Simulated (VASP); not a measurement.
# WC (P-6m2) in VASP: further runs, part 2 of 2

VASP 6.6.1.

## 3. Electrostatic potential, PBE+D3(BJ)

This run uses another cell than the first one, of 10.36 Å³/atom, 1.005 times its volume.

INCAR reads:

```
ALGO = Normal
EDIFF = 1E-6
ENCUT = 520
GGA = PE
ISIF = 2
ISMEAR = 1
IVDW = 12
LASPH = T
LCHARG = T
LREAL = F
LVHAR = T
LWAVE = F
NELM = 100
PREC = Accurate
SIGMA = 0.1
```

KPOINTS reads:

```
k-points
0
Gamma
  16 16 14
```

POSCAR reads:

```
WC                                      
1.0
    2.9042550444      0.0000000000      0.0000000000
   -1.4521275222      2.5151586466     -0.0000000000
    0.0000000000      0.0000000000      2.8353772666
  W               C             
     1     1
Direct
     0.0000000000000000    0.0000000000000000    0.0000000000000000
     0.3333333300000021    0.6666666699999979    0.5000000000000000
```

Potentials or basis: VASP PAW PBE potentials, release 64 (W_sv, C).

The run is started by

```bash
$ cat potpaw_PBE.64/W_sv/POTCAR potpaw_PBE.64/C/POTCAR > POTCAR
$ mpirun -np 1 vasp_std > vasp.out
```

It took 16 s on 1 thread of Intel Xeon 6975P-C (Granite Rapids), shared host; peak memory 0.2 GiB.

The run converged. Its results:

* Free energy: -23.3654 eV
* Pressure: 0.1 GPa
* Band gap on the k mesh: none (metal or under the smearing width)
* Dispersion energy per atom: -0.463 eV

Stress tensor (GPa, compression positive):
```
0.10 0.00 0.00
0.00 0.10 0.00
0.00 0.00 0.02
```

Levels at points of the mesh, in eV from the Fermi level:
```csv
k point,band 5,band 6,band 7,band 8,band 9,band 10,band 11,band 12,band 13
"(0.00, 0.00, 0.00)",-14.42,-4.28,-3.29,-3.29,0.13,3.29,3.29,5.68,5.68
"(0.50, 0.00, 0.00)",-11.06,-6.99,-3.58,-3.53,-0.42,2.40,4.59,4.95,6.92
"(0.00, 0.00, 0.50)",-10.38,-8.62,-1.97,-1.97,-0.54,-0.54,3.72,4.58,4.58
"(0.50, 0.00, 0.50)",-11.27,-6.42,-4.27,-4.15,0.33,4.49,5.37,6.70,9.25
```

Caveat: pairwise dispersion overbinds metals, which lowers pressure and volume.

## 4. Relaxation of cell and atoms, PBE+D3(BJ)

INCAR reads:

```
SYSTEM = WC
PREC = Accurate ; ENCUT = 600
EDIFF = 1E-6 ; ISMEAR = 1
SIGMA = 0.1 ; LREAL = .False.
LASPH = .True. ; NELM = 120
ALGO = Normal ; ISIF = 3
LWAVE = .False. ; LCHARG = .False.
GGA = PE ; IVDW = 12
IBRION = 2 ; NSW = 60
EDIFFG = -0.005
```

KPOINTS reads:

```
regular mesh
0
Gamma
  16 16 14
  0 0 0
```

POSCAR reads:

```
WC
1.0
    2.9000000000      0.0000000000      0.0000000000
   -1.4500000000      2.5114736700      0.0000000000
    0.0000000000      0.0000000000      2.8300000000
W C
1 1
Direct
    0.0000000000      0.0000000000      0.0000000000
    0.3333333300      0.6666666700      0.5000000000
```

Potentials or basis: VASP PAW PBE potentials, release 64 (W_sv, C).

The run is started by

```bash
$ cat potpaw_PBE.64/W_sv/POTCAR potpaw_PBE.64/C/POTCAR > POTCAR
$ mpirun -np 1 vasp_std > vasp.out
```

OUTCAR:

```text
SYSTEM = WC
   PREC = Accurate
   ENCUT = 600
   EDIFF = 1E-6
   ISMEAR = 1
   LREAL = .False.
   LASPH = .True.
   NELM = 120
   ISIF = 3
   GGA = PE
   IVDW = 12
   IBRION = 2
   NSW = 60
   EDIFFG = -0.005
 IVDW          = 12

 ion  position               nearest neighbor table
   1  0.000  0.000  0.000-   2 2.19   2 2.19   2 2.19   2 2.19   2 2.19   2 2.19
   2  0.333  0.667  0.500-   1 2.19   1 2.19   1 2.19   1 2.19   1 2.19   1 2.19

  LATTYP: Found a hexagonal cell.
 ALAT       =     2.9000000000
 C/A-ratio  =     0.9758620690

  Lattice vectors:

 A1 = (   2.9000000000,   0.0000000000,   0.0000000000)
 A2 = (  -1.4500000000,   2.5114736700,   0.0000000000)
 A3 = (   0.0000000000,   0.0000000000,   2.8300000000)

Analysis of symmetry for initial positions (statically):
=====================================================================
 Subroutine PRICEL returns:
 Original cell was already a primitive cell.

 Routine SETGRP: Setting up the symmetry group for a
 hexagonal supercell.

 Subroutine GETGRP returns: Found 12 space group operations
 (whereof 12 operations were pure point group operations)
 out of a pool of 24 trial point group operations.

The static configuration has the point symmetry D_3h.

Analysis of symmetry for dynamics (positions and initial velocities):
=====================================================================
 Subroutine PRICEL returns:
 Original cell was already a primitive cell.

 Routine SETGRP: Setting up the symmetry group for a
 hexagonal supercell.
[... 155 lines left out ...]

  energy without entropy =      -22.43531296  energy(sigma->0) =      -22.43540924

------------------------ aborting loop because EDIFF is reached ----------------------------------------

 Edisp (eV)   -0.93014

 E8    (eV) :    -0.4265
[... 71 lines left out ...]
--------------------------------------- Ionic step        3  -------------------------------------------

 number of electron      18.0000000 magnetization

 Free energy of the ion-electron system (eV)
  ---------------------------------------------------
  ext. energy  EPLUGINS =         0.00000000
  ---------------------------------------------------
  free energy    TOTEN  =       -22.44069398 eV

  energy without entropy =      -22.44051595  energy(sigma->0) =      -22.44063464

 E-fermi :  11.0593     XC(G=0): -13.8106

 val. band max:       11.0459290693   @ k =   0.0625   0.0625   0.3571
 cond. band min:      11.0781990266   @ k =   0.4375   0.0625   0.4286
 fundamental gap:      0.0322699573
 Fermi energy:        11.0592655935

 k-point     1 :       0.0000    0.0000    0.0000
  band No.  band energies     occupation
      1     -62.8910      2.00000
      2     -26.8709      2.00000
      3     -26.7695      2.00000
      4     -26.7695      2.00000
      5      -3.3583      2.00000
      6       6.7836      2.00000
      7       7.7687      2.00000
      8       7.7687      2.00000
      9      11.1911     -0.06856
     10      14.3521      0.00000
     11      14.3521      0.00000
     12      16.7408      0.00000
     13      16.7408      0.00000
[... 354 lines left out ...]
  band No.  band energies     occupation
      1     -62.8389      2.00000
      2     -27.4070      2.00000
      3     -27.0391      2.00000
      4     -26.7716      2.00000
      5      -0.4711      2.00000
      6       4.6779      2.00000
      7       7.7723      2.00000
      8       7.9172      2.00000
      9      10.0720      2.00000
     10      12.7453     -0.00000
     11      13.8101      0.00000
     12      16.1504      0.00000
     13      18.8887      0.00000

 [... further k-points ...]

------------------------ aborting loop because EDIFF is reached ----------------------------------------

 Edisp (eV)   -0.92552

 E8    (eV) :    -0.4243
[... 25 lines left out ...]
  FREE ENERGIE OF THE ION-ELECTRON SYSTEM (eV)
  ---------------------------------------------------
  free  energy   TOTEN  =       -23.3662111292 eV

  energy  without entropy=      -23.3660330954  energy(sigma->0) =      -23.36615178

 reached required accuracy - stopping structural energy minimisation
```

CONTCAR:

```text
WC
   1.00000000000000
     2.9042550444240072    0.0000000000000000    0.0000000000000000
    -1.4521275222120036    2.5151586465611304   -0.0000000000000000
     0.0000000000000000    0.0000000000000000    2.8353772665755823
  W               C
     1     1
Direct
     0.0000000000000000    0.0000000000000000    0.0000000000000000
     0.3333333300000021    0.6666666699999979    0.5000000000000000

  0.00000000E+00  0.00000000E+00  0.00000000E+00
  0.00000000E+00  0.00000000E+00  0.00000000E+00
```

It took 1.9 min on 1 thread of Intel Xeon Platinum 8259CL at 2.50GHz (Skylake/Cascade Lake), shared host; peak memory 0.23 GiB.

What came out:

| Quantity | Value |
| --- | --- |
| Free energy | -23.3662 eV |
| Relaxed volume | 10.36 Å³/atom |
| Relaxed cell | a = 2.904 Å, b = 2.904 Å, c = 2.835 Å, α = 90.00°, β = 90.00°, γ = 120.00° |
| Space group after relaxing (to 0.05 Å) | P-6m2 (No. 187) |
| Energy gained by relaxing | 0.3 meV/atom |
| Ionic steps | 3 |
| Pressure after relaxing | 0.0 GPa |
| Band gap on the k mesh | none (metal or under the smearing width) |
| Dispersion energy per atom | -0.463 eV |

Step by step:
```csv
step,energy change (eV),largest force (eV/Å),pressure (GPa),volume (Å³)
1,0.0000,0.0000,1.98,20.61
2,0.0042,0.0000,-5.32,20.99
3,-0.0006,0.0000,0.01,20.71
```

Final structure:
```
CELL_PARAMETERS angstrom
2.90426 0.00000 0.00000
-1.45213 2.51516 0.00000
0.00000 0.00000 2.83538
ATOMIC_POSITIONS crystal
W 0.00000 0.00000 0.00000
C 0.33333 0.66667 0.50000
```

Levels at points of the mesh, in eV from the Fermi level:
```tsv
k point	band 6	band 7	band 8	band 9	band 10	band 11	band 12	band 13
(0.00, 0.00, 0.00)	-4.28	-3.29	-3.29	0.13	3.29	3.29	5.68	5.68
(0.50, 0.00, 0.00)	-6.99	-3.58	-3.53	-0.42	2.40	4.59	4.95	6.92
(0.00, 0.00, 0.50)	-8.62	-1.97	-1.97	-0.54	-0.54	3.72	4.58	4.58
(0.50, 0.00, 0.50)	-6.42	-4.27	-4.15	0.33	4.49	5.37	6.70	9.25
```

Caveat: pairwise dispersion overbinds metals, which lowers pressure and volume. Spin-orbit coupling is left out, which matters for the levels of W.

## 5. Electrostatic potential, PBE+D3(BJ)

This run uses another cell than the first one, of 10.36 Å³/atom, 1.005 times its volume.

INCAR reads:

```
SYSTEM = WC
ALGO = Normal ; EDIFF = 1E-6
ENCUT = 520 ; GGA = PE
ISIF = 2 ; ISMEAR = 1
IVDW = 12 ; LASPH = .TRUE.
LCHARG = .TRUE. ; LREAL = .FALSE.
LVHAR = .TRUE. ; LWAVE = .FALSE.
NELM = 100 ; PREC = Accurate
SIGMA = 0.1
```

KPOINTS reads:

```
k-points
0
G
  16 16 14
  0 0 0
```

POSCAR reads:

```
WC                                      
1.0
    2.9042550444      0.0000000000      0.0000000000
   -1.4521275222      2.5151586466     -0.0000000000
    0.0000000000      0.0000000000      2.8353772666
  W               C             
     1     1
Direct
     0.0000000000000000    0.0000000000000000    0.0000000000000000
     0.3333333300000021    0.6666666699999979    0.5000000000000000
```

The run is started by

```bash
$ cat potpaw_PBE.64/W_sv/POTCAR potpaw_PBE.64/C/POTCAR > POTCAR
$ mpirun -np 1 vasp_std > vasp.out
```

Run time: 64 s. Hardware: 1 thread of Intel Xeon Platinum 8259CL at 2.50GHz (Skylake/Cascade Lake), shared host; peak memory 0.21 GiB.

Results (log left out):

```
Free energy                : -23.3654 eV
Pressure                   : 0.1 GPa
Band gap on the k mesh     : none (metal or under the smearing width)
Dispersion energy per atom : -0.463 eV
```

Stress tensor (GPa, compression positive):
```
0.10 0.00 0.00
0.00 0.10 0.00
0.00 0.00 0.02
```

Levels at points of the mesh, in eV from the Fermi level:
```tsv
k point	band 6	band 7	band 8	band 9	band 10	band 11	band 12	band 13
(0.00, 0.00, 0.00)	-4.28	-3.29	-3.29	0.13	3.29	3.29	5.68	5.68
(0.50, 0.00, 0.00)	-6.99	-3.58	-3.53	-0.42	2.40	4.59	4.95	6.92
(0.00, 0.00, 0.50)	-8.62	-1.97	-1.97	-0.54	-0.54	3.72	4.58	4.58
(0.50, 0.00, 0.50)	-6.42	-4.27	-4.15	0.33	4.49	5.37	6.70	9.25
```

Caveat: pairwise dispersion overbinds metals, which lowers pressure and volume.
